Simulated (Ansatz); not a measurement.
## AlAs at 40 GPa: from Born charge to LO–TO splitting and polaron coupling

Level of theory: Ansatz, DFT PBEsol, scalar-relativistic, plane waves, PAW. Plane waves to 420 eV; Γ-centred k mesh 10×10×10; fixed occupations. No spin polarisation. Phonons by linear response, acoustic sum rule imposed.

The cell, relaxed at 40 GPa:
```cif
data_structure
_symmetry_space_group_name_H-M 'F-43m'
_symmetry_Int_Tables_number 216
_cell_length_a 5.1363
_cell_length_b 5.1363
_cell_length_c 5.1363
_cell_angle_alpha 90.000
_cell_angle_beta 90.000
_cell_angle_gamma 90.000
_cell_volume 135.50
loop_
_atom_site_label
_atom_site_type_symbol
_atom_site_symmetry_multiplicity
_atom_site_Wyckoff_symbol
_atom_site_fract_x
_atom_site_fract_y
_atom_site_fract_z
_atom_site_occupancy
Al1 Al 4 a 0.00000 0.00000 0.00000 1
As1 As 4 c 0.25000 0.25000 0.25000 1
```

Other phases may be more stable at this pressure. The bands were filled as in an insulator; under compression the gap may have closed between mesh points.

Linear response gives ν_TO = 493.6 cm⁻¹, Born charges ±1.978 e (positive on Al) and ε∞ = 8.906. The primitive cell holds 33.875 Å³, and the masses are 26.982 and 74.922 amu.

Q: Find ν_LO and the static dielectric constant.

A: The long-wave field adds a restoring force: ω_LO² − ω_TO² = Z*²e²/(ε_vac ε∞ μV). In these units ν_LO² − ν_TO² = 4.92064×10⁷ Z*²/(μ V ε∞) cm⁻², with μ = m₁m₂/(m₁ + m₂) = 19.837 amu: 32183 cm⁻². So ν_LO = √(493.6² + 32183) = 525.2 cm⁻¹, and the run gives 525.2. Lyddane–Sachs–Teller then gives ε0 = ε∞ (ν_LO/ν_TO)² = 10.08, against 10.08 in the run (it forms both from the same three quantities, so the match checks the arithmetic only). Between ν_TO and ν_LO the dielectric function is negative and an undamped crystal reflects fully: a reststrahlen band from 19.0 to 20.3 μm.

Q: What do the Clausius–Mossotti polarisability and the Szigeti charge come to?

A: With the Lorentz local field, α = (3V/4π)(ε∞ − 1)/(ε∞ + 2) = 5.86 Å³ for the pair, and e_S = 3Z*/(ε∞ + 2) = 0.54 e. The Born charge includes the electrons' response to the dipole's own local field, and e_S takes that enhancement out. The Lorentz field assumes point-like polarisable ions, a poor picture once ε∞ is this large, since the electron clouds then overlap or are shared, so both numbers are formal here.

Q: How strongly does a slow electron couple to the LO mode?

A: For one isotropic parabolic band, Fröhlich's constant is α_F = (1/ε∞ − 1/ε0) √(m* Ry/ħω_LO), with Ry = 13.606 eV, ħω_LO = 65.1 meV and m* in free-electron masses: α_F = 0.0131 × 14.45 × √m* = 0.19 √m*. The band mass isn't part of this run; for m* = 0.1, 0.3 and 1 it gives 0.06, 0.10, 0.19. In weak coupling the polaron lies α_F ħω_LO below the band edge (7 meV at m* = 0.3) with a mass m*(1 + α_F/6); past α_F of about 5 or 6 that expansion fails. A semilocal functional's ε∞ tends to be too large, which taken alone lowers α_F.

Cost: 1 run of about 1 core-minutes, on Intel Xeon Platinum 8488C (Sapphire Rapids) (shared hosts).

Compressed zincblende AlAs comes out as a weakly polar semiconductor: the lattice raises the dielectric constant only from 8.906 to 10.08, and Fröhlich coupling stays weak for every band mass tried. The Born charge of 1.978 e is no static ionic charge, since it includes the electron transfer along the partly covalent sp³ bonds as the sublattices move. Two things keep its effect small. The valence electrons screen the long-range field strongly, and the stiff bonds let the ions shift little in a static field. Both optical modes lie well above their known ambient-pressure frequencies, as expected when bonds shorten, and the light Al atom carries most of the motion.

Weak Fröhlich coupling doesn't by itself mean weak scattering or high mobility, because deformation-potential and intervalley processes are separate. The latter matter for electrons in AlAs, whose conduction minimum lies near X at ambient pressure and probably stays there under compression. Those valleys are anisotropic, so the single-mass polaron shift is best read as an order of magnitude.
